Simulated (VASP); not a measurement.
# InSb (F-43m) in VASP: a series of runs

The runs below take InSb through relaxation of cell and atoms, with PBEsol.

All numbers are computed with VASP 6.6.1; they aren't measurements. Logs are shortened: lines on timing, memory, paths and dates and some standing lists are left out, and cuts for length are marked.

## 1. The structure

The structure is cubic, space group F-43m (No. 216). Conventional cell: a = 6.478 Å, b = 6.478 Å, c = 6.478 Å, α = 90.00°, β = 90.00°, γ = 90.00°. In (site symmetry -43m) is surrounded by 4 Sb at 2.81 Å. Around Sb (site symmetry -43m) lie 4 In at 2.81 Å.

## 2. Relaxation of cell and atoms, PBEsol

Input file INCAR:

```
SYSTEM = InSb
PREC = Accurate
ENCUT = 520
EDIFF = 1E-7
ISMEAR = 0
SIGMA = 0.02
LREAL = .False.
LASPH = .True.
NELM = 60
ALGO = Normal
ISIF = 3
LWAVE = .False.
LCHARG = .False.
GGA = PS
IBRION = 2
NSW = 80
EDIFFG = -0.002
```

Input file KPOINTS:

```
Automatic mesh
0
Gamma
  8 8 8
  0 0 0
```

Input file POSCAR:

```
InSb
1.0
    0.0000000000      3.2391000000      3.2391000000
    3.2391000000      0.0000000000      3.2391000000
    3.2391000000      3.2391000000      0.0000000000
In Sb
1 1
Direct
    0.0000000000      0.0000000000      0.0000000000
    0.2500000000      0.2500000000      0.2500000000
```

Potentials or basis: VASP PAW PBE potentials, release 64 (In_d, Sb).

On the command line:

```
$ cat potpaw_PBE.64/In_d/POTCAR potpaw_PBE.64/Sb/POTCAR > POTCAR
$ mpirun -np 1 vasp_std > vasp.out
```

OUTCAR:

```text
SYSTEM = InSb
   PREC = Accurate
   ENCUT = 520
   EDIFF = 1E-7
   ISMEAR = 0
   LREAL = .False.
   LASPH = .True.
   NELM = 60
   ISIF = 3
   GGA = PS
   IBRION = 2
   NSW = 80
   EDIFFG = -0.002

 ion  position               nearest neighbor table
   1  0.000  0.000  0.000-   2 2.81   2 2.81   2 2.81   2 2.81
   2  0.250  0.250  0.250-   1 2.81   1 2.81   1 2.81   1 2.81

  LATTYP: Found a face centered cubic cell.
 ALAT       =     6.4782000000

  Lattice vectors:

 A1 = (   0.0000000000,   3.2391000000,   3.2391000000)
 A2 = (   3.2391000000,   0.0000000000,   3.2391000000)
 A3 = (   3.2391000000,   3.2391000000,   0.0000000000)

Analysis of symmetry for initial positions (statically):
=====================================================================
 Subroutine PRICEL returns:
 Original cell was already a primitive cell.

 Routine SETGRP: Setting up the symmetry group for a
 face centered cubic supercell.

 Subroutine GETGRP returns: Found 24 space group operations
 (whereof 24 operations were pure point group operations)
 out of a pool of 48 trial point group operations.

The static configuration has the point symmetry T_d .

Analysis of symmetry for dynamics (positions and initial velocities):
=====================================================================
 Subroutine PRICEL returns:
 Original cell was already a primitive cell.

 Routine SETGRP: Setting up the symmetry group for a
 face centered cubic supercell.

 Subroutine GETGRP returns: Found 24 space group operations
 (whereof 24 operations were pure point group operations)
 out of a pool of 48 trial point group operations.

The dynamic configuration has the point symmetry T_d .

 Subroutine INISYM returns: Found 24 space group operations
 (whereof 24 operations are pure point group operations),
 and found     1 'primitive' translations

----------------------------------------------------------------------------------------

                                     Primitive cell

  volume of cell :      67.9678

  direct lattice vectors                    reciprocal lattice vectors
     0.000000000  3.239100000  3.239100000    -0.154363867  0.154363867  0.154363867
     3.239100000  0.000000000  3.239100000     0.154363867 -0.154363867  0.154363867
     3.239100000  3.239100000  0.000000000     0.154363867  0.154363867 -0.154363867

  length of vectors
     4.580779150  4.580779150  4.580779150     0.267366060  0.267366060  0.267366060

  position of ions in fractional coordinates (direct lattice)
     0.000000000  0.000000000  0.000000000
     0.250000000  0.250000000  0.250000000

  ion indices of the primitive-cell ions
   primitive index   ion index
                 1           1
                 2           2

----------------------------------------------------------------------------------------

 KPOINTS: Automatic mesh

Automatic generation of k-mesh.
 Grid dimensions read from file:
 generate k-points for:    8    8    8

 Generating k-lattice:

  Cartesian coordinates                     Fractional coordinates (reciprocal lattice)
    -0.019295483  0.019295483  0.019295483     0.125000000  0.000000000  0.000000000
     0.019295483 -0.019295483  0.019295483     0.000000000  0.125000000  0.000000000
     0.019295483  0.019295483 -0.019295483     0.000000000  0.000000000  0.125000000

  Length of vectors
     0.033420757  0.033420757  0.033420757

  Shift w.r.t. Gamma in fractional coordinates (k-lattice)
     0.000000000  0.000000000  0.000000000

 Subroutine IBZKPT returns following result:
 ===========================================

 Found     29 irreducible k-points:

 Following reciprocal coordinates:
            Coordinates               Weight
  0.000000  0.000000  0.000000      1.000000
  0.125000  0.000000  0.000000      8.000000
  0.250000  0.000000  0.000000      8.000000
  0.375000  0.000000  0.000000      8.000000
  0.500000  0.000000  0.000000      4.000000
  0.125000  0.125000  0.000000      6.000000
[... 16 lines left out ...]
  0.500000  0.250000  0.125000     48.000000
 -0.375000  0.250000  0.125000     24.000000
 [... further k-points ...]
   k-points           NKPTS =     29   k-points in BZ     NKDIM =     29   number of bands    NBANDS=     13
   number of dos      NEDOS =    301   number of ions     NIONS =      2
   total plane-waves  NPLWV =  46656
   dimension x,y,z NGX =    36 NGY =   36 NGZ =   36
   dimension x,y,z NGXF=    72 NGYF=   72 NGZF=   72
   ions per type =               1   1
   NGX,Y,Z   is equivalent  to a cutoff of  13.07, 13.07, 13.07 a.u.
   NGXF,Y,Z  is equivalent  to a cutoff of  26.13, 26.13, 26.13 a.u.
 SYSTEM =  InSb
   PREC   = accura    normal or accurate (medium, high low for compatibility)
   ISTART =      0    job   : 0-new  1-cont  2-samecut
   ICHARG =      2    charge: 1-file 2-atom 10-const
   ISPIN  =      1    spin polarized calculation?
   LNONCOLLINEAR =      F non collinear calculations
   LSORBIT =      F    spin-orbit coupling
   LASPH  =      T    aspherical Exc in radial PAW
   ENCUT  =  520.0 eV  38.22 Ry    6.18 a.u.   8.52  8.52  8.52*2*pi/ulx,y,z
   NELM   =     60;   NELMIN=  2; NELMDL= -5     # of ELM steps
   EDIFF  = 0.1E-06   stopping-criterion for ELM
   LREAL  =      F    real-space projection
   EDIFFG = -.2E-02   stopping-criterion for IOM
   NSW    =     80    number of steps for IOM
   IBRION =      2    ionic relax: 0-MD 1-quasi-New 2-CG
   NFREE  =      1    steps in history (QN), initial steepest desc. (CG)
   ISIF   =      3    stress and relaxation
   ISYM   =      2    0-nonsym 1-usesym 2-fastsym
   POTIM  = 0.5000    time-step for ionic-motion
   TEBEG  =    0.0;   TEEND  =   0.0 temperature during run
   PSTRESS=    0.0 pullay stress
   NELECT =      18.0000    total number of electrons
   NUPDOWN=      -1.0000    fix difference up-down
   EMIN   =  10.00;   EMAX   =-10.00  energy-range for DOS
   EFERMI =   0.00;   METHOD = LEGACY
   ISMEAR =     0;   SIGMA  =   0.02  broadening in eV -4-tet -1-fermi 0-gaus
   EFERMI_NEDOS =   21; number of points for ismear=-14 and -15
   IALGO  =     38    algorithm
   IMIX   =      4    mixing-type and parameters
     AMIX     =   0.40;   BMIX     =  1.00
     AMIX_MAG =   1.60;   BMIX_MAG =  1.00
  volume/ion in A,a.u.               =      33.98       229.33
  Fermi-wavevector in a.u.,A,eV,Ry     =   1.051311  1.986690 15.037912  1.105255
  Thomas-Fermi vector in A             =   2.186349
   LORBIT       =      0    0 simple, 1 ext, 2 COOP (PROOUT), +10 PAW based schemes
   GGA     = PS    functional components
   LHFCALC =     F    Hartree Fock is set to
   AEXX    =    0.0000 exact exchange contribution
   IVDW    =     0    specifies the selected vdW correction
   LEPSILON=     F    determine dielectric tensor
   LRPA    =     F    only Hartree local field effects (RPA)
 conjugate gradient relaxation of ions
 non-spin polarized calculation
 Gauss-broadening in eV      SIGMA  =   0.02
  energy-cutoff  :      520.00
  volume of cell :       67.97
 maximum number of plane-waves:      1850
 NGX is ok and might be reduce to    36
   NGX = 17   NGY = 17   NGZ = 17

--------------------------------------- Ionic step        1  -------------------------------------------

 number of electron      17.9999993 magnetization

 Free energy of the ion-electron system (eV)
  ---------------------------------------------------
  ext. energy  EPLUGINS =         0.00000000
  ---------------------------------------------------
  free energy    TOTEN  =        -7.69189766 eV

  energy without entropy =       -7.69183740  energy(sigma->0) =       -7.69186753

------------------------ aborting loop because EDIFF is reached ----------------------------------------

  FORCE on cell =-STRESS in cart. coord.  units (eV):
  Direction    XX          YY          ZZ          XY          YZ          ZX
  --------------------------------------------------------------------------------------
  -------------------------------------------------------------------------------------
  Total        0.3723830      0.3723830      0.3723830      0.0000000      0.0000000      0.0000000
  in kB        8.7780358      8.7780358      8.7780358      0.0000000      0.0000000      0.0000000
  external PRESSURE =       8.7780358 kB  Pullay stress =       0.0000000 kB
[... 21 lines left out ...]
  energy  without entropy=       -7.6918374018  energy(sigma->0) =       -7.69186753

--------------------------------------- Ionic step        2  -------------------------------------------

 number of electron      17.9999996 magnetization

 E-fermi :   4.6946     XC(G=0):  -8.7557

 val. band max:        4.6884641369   @ k =   0.0000   0.0000   0.0000
 cond. band min:       5.1143913716   @ k =   0.5000   0.0000   0.0000
 fundamental gap:      0.4259272347
 Fermi energy:         4.6945554901

 k-point     1 :       0.0000    0.0000    0.0000
  band No.  band energies     occupation
      1      -9.7987      2.00000
      2      -9.7987      2.00000
      3      -9.7987      2.00000
      4      -9.7194      2.00000
      5      -9.7194      2.00000
      6      -5.8950      2.00000
      7       4.2778      2.00000
      8       4.6885      1.33333
      9       4.6885      1.33333
     10       4.6885      1.33333
     11       7.6215      0.00000
     12       7.6215      0.00000
     13       7.6215      0.00000
[... 401 lines left out ...]
  energy  without entropy=       -7.6949307331  energy(sigma->0) =       -7.69496086

--------------------------------------- Ionic step        3  -------------------------------------------

 number of electron      17.9999994 magnetization

 Free energy of the ion-electron system (eV)
  ---------------------------------------------------
  ext. energy  EPLUGINS =         0.00000000
  ---------------------------------------------------
  free energy    TOTEN  =        -7.69548508 eV

  energy without entropy =       -7.69542482  energy(sigma->0) =       -7.69545495

 E-fermi :   4.7703     XC(G=0):  -8.7868

 val. band max:        4.7642201673   @ k =   0.0000   0.0000   0.0000
 cond. band min:       5.2023907190   @ k =   0.5000   0.0000   0.0000
 fundamental gap:      0.4381705517
 Fermi energy:         4.7703115220

 k-point     1 :       0.0000    0.0000    0.0000
  band No.  band energies     occupation
      1      -9.7379      2.00000
      2      -9.7379      2.00000
      3      -9.7379      2.00000
      4      -9.6566      2.00000
      5      -9.6566      2.00000
      6      -5.8648      2.00000
      7       4.3948      2.00000
      8       4.7642      1.33333
      9       4.7642      1.33333
     10       4.7642      1.33333
     11       7.6965      0.00000
     12       7.6965      0.00000
     13       7.6965      0.00000
[... 397 lines left out ...]
  FREE ENERGIE OF THE ION-ELECTRON SYSTEM (eV)
  ---------------------------------------------------
  free  energy   TOTEN  =        -7.6954850785 eV

  energy  without entropy=       -7.6954248197  energy(sigma->0) =       -7.69545495

 reached required accuracy - stopping structural energy minimisation
```

Run time: 84 s. Hardware: 1 thread of Intel Xeon Platinum 8259CL at 2.50GHz (Skylake/Cascade Lake), shared host; peak memory 0.22 GiB.

What came out:

| Item | Value |
| --- | --- |
| Free energy | -7.6955 eV |
| Relaxed volume | 34.65 Å³/atom |
| Relaxed cell | a = 4.611 Å, b = 4.611 Å, c = 4.611 Å, α = 60.00°, β = 60.00°, γ = 60.00° |
| Space group after relaxing (to 0.05 Å) | F-43m (No. 216) |
| Energy gained by relaxing | 1.8 meV/atom |
| Ionic steps | 3 |
| Pressure after relaxing | 0.0 GPa |
| Band gap on the k mesh | none (metal or under the smearing width) |

Step by step:
| step | energy change (eV) | largest force (eV/Å) | pressure (GPa) | volume (Å³) |
| --- | --- | --- | --- | --- |
| 1 | 0.0000 | 0.0000 | 0.88 | 67.97 |
| 2 | -0.0031 | 0.0000 | -0.31 | 69.82 |
| 3 | -0.0036 | 0.0000 | 0.00 | 69.30 |

Final structure:
```
In Sb
1.0
     0.00000    3.26019    3.26019
     3.26019    0.00000    3.26019
     3.26019    3.26019    0.00000
In Sb
1 1
Cartesian
  0.0000 0.0000 0.0000
  1.6301 1.6301 1.6301
```

Levels at points of the mesh, in eV from the Fermi level:
```csv
k point,band 6,band 7,band 8,band 9,band 10,band 11,band 12,band 13
"(0.00, 0.00, 0.00)",-10.64,-0.38,-0.01,-0.01,-0.01,2.93,2.93,2.93
"(0.50, 0.00, 0.00)",-9.31,-5.58,-0.99,-0.99,0.43,3.77,3.77,5.96
"(0.50, 0.50, 0.00)",-8.72,-5.87,-2.22,-2.22,1.27,1.28,8.00,8.00
```

Caveat: the PAW data sets were made with another functional, which shifts forces and pressure a little; this crystal is a semiconductor, whose small gap the functional closes, so the metal is an error of the method. The run has no spin-orbit coupling, so splittings on Sb are missing.

[end of part 1 of 2]
